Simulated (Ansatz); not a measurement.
# Ru: a relaxation

The equilibrium cell and energy of Ru in the structure given, which may be a polymorph.

This is Ru in the fcc structure; at room conditions it is hcp.

Method: DFT r2SCAN, scalar-relativistic, plane waves, PAW, in Ansatz 0.2.0.

## 1. The starting structure

The structure is cubic, space group Fm-3m (No. 225). The conventional cell has a = 3.791 Å, b = 3.791 Å, c = 3.791 Å, α = 90.00°, β = 90.00°, γ = 90.00°. Around Ru (site symmetry m-3m) lie 12 Ru at 2.68 Å.

As a file:

```cif
data_structure
_symmetry_space_group_name_H-M 'Fm-3m'
_symmetry_Int_Tables_number 225
_cell_length_a 3.7914
_cell_length_b 3.7914
_cell_length_c 3.7914
_cell_angle_alpha 90.000
_cell_angle_beta 90.000
_cell_angle_gamma 90.000
_cell_volume 54.50
loop_
_atom_site_label
_atom_site_type_symbol
_atom_site_symmetry_multiplicity
_atom_site_Wyckoff_symbol
_atom_site_fract_x
_atom_site_fract_y
_atom_site_fract_z
_atom_site_occupancy
Ru1 Ru 4 a 0.00000 0.00000 0.00000 1
```

Source of the structure: the Materials Project (structure only).

(A quick probe on a coarse mesh, which set the mesh and smearing, is not shown.)

## 3. The relaxation

The input, input.yaml:

```yaml
crystal:
  lattice:
    - [0.0, 1.8956891339, 1.8956891339]
    - [1.8956891339, 0.0, 1.8956891339]
    - [1.8956891339, 1.8956891339, 0.0]
  atoms:
    - { symbol: Ru, position: [0.0, 0.0, 0.0] }
basis:
  ecutwfc: 500
kpoints:
  mp_grid: { grid: [18, 18, 18] }
hamiltonian:
  xc: r2scan
scf:
  occupations: { method: gaussian, width: 0.1 }
output:
  forces: true
  stress: true
  eigenvalues: true
relax:
  adjacent_minimum: "off"
  f_tol: 0.005
  max_steps: 80
  cell: { stress_tol: 0.05 }
```

What does the calculation give? Wanted: relaxed cell; volume; energy, smearing taken to zero; gap on the mesh; remaining pressure.

The runs gave:

| quantity | value |
| --- | --- |
| relaxed cell (conventional) | a = 3.785 Å, b = 3.785 Å, c = 3.785 Å, α = 90.00°, β = 90.00°, γ = 90.00° |
| space group (0.01 Å) | Fm-3m (No. 225) |
| volume | 13.55 Å³/atom |
| energy, smearing taken to zero | -5890.5838 eV/atom |
| gap on the mesh | none (metal) |
| remaining pressure | -0.02 GPa |

The relaxed volume is 0.5 % smaller than at the start. The mesh shows no gap.
